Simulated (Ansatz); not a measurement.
# P: the band gap up the ladder of functionals

An exercise on one series of results from a longer session: the logs are not shown, and one member is left open.

Code: Ansatz 0.2.0. PAW datasets, plane waves. No spin polarisation. The prototype was imposed, so other structures may be more stable.

## Starting point

The cell was relaxed beforehand with r2SCAN.

In-plane lattice: a = 3.273 Å, b = 3.273 Å, γ = 120.0°; thickness between the outer nuclei 1.22 Å. Near P stand 3 P at 2.25 Å.

The structure in full:

```
CELL_PARAMETERS angstrom
3.27281 0.00000 0.00000
-1.63641 2.83434 0.00000
0.00000 0.00000 26.15188
ATOMIC_POSITIONS crystal
P 0.33333 0.66667 0.32411
P 0.66667 0.33333 0.37090
```
The sheet repeats along a and b alone.

The first run:

File input.yaml:

```yaml
crystal:
  lattice:
    - [3.2728107451, 0.0, 0.0]
    - [-1.6364053726, 2.8343372471, 0.0]
    - [0.0, 0.0, 26.1518814016]
  atoms:
    - { symbol: P, position: [0.3333333333, 0.6666666667, 0.3241110472] }
    - { symbol: P, position: [0.6666666667, 0.3333333333, 0.3709036029] }
  periodic: [true, true, false]
kpoints:
  mp_grid: { grid: [12, 12, 1] }
  band_path:
    path:
      - [0, 0, 0]
      - [0.5, 0, 0]
      - [0.3333333333333, 0.3333333333333, 0]
      - [0, 0, 0]
    npoints: 10
hamiltonian:
  xc: pbe
scf:
  occupations: { method: fermi_dirac, width: 0.02 }
  n_extra_bands: 4
output:
  forces: true
  stress: true
  eigenvalues: true
```

The run is started by

```console
$ ansatz run input.yaml --threads 2 --pin off --max-ram 20275MiB --backend cpu --events-out ev --progress --plain --runs-dir out
```

Steps of the session up to this table: PBE band path; r2SCAN at the same geometry; HSE06; PBE0; Single point with LDA; Hartree-Fock; LC-ωPBE.

One table of the session follows, with a row left open; its other results are not shown here.

```
       level  gap (eV)
         PBE      1.86
      r2SCAN         ?
       HSE06      2.67
        PBE0      3.38
         LDA      1.74
Hartree-Fock      8.63
     LC-ωPBE      7.49
```

Q: Estimate the row for r2SCAN from the others.

As computed: gap (eV): 2.14. In the column «gap (eV)» it lies between PBE (1.86) and HSE06 (2.67).

Meshes: PBE 12×12×1, r2SCAN 12×12×1, HSE06 6×6×1, PBE0 6×6×1, LDA 12×12×1, Hartree-Fock 6×6×1, LC-ωPBE 6×6×1.

In words: The gap runs from 1.74 eV (LDA) to 8.63 eV (Hartree-Fock). PBE reaches 70 % of the HSE06 value, and r2SCAN 80 %. PBE0 lies 0.71 eV above HSE06, which differs from it by screening the long-range exchange.

Caveats from the session: Warnings in the runs' records: stress scf threshold loose, stress exchange threshold loose.
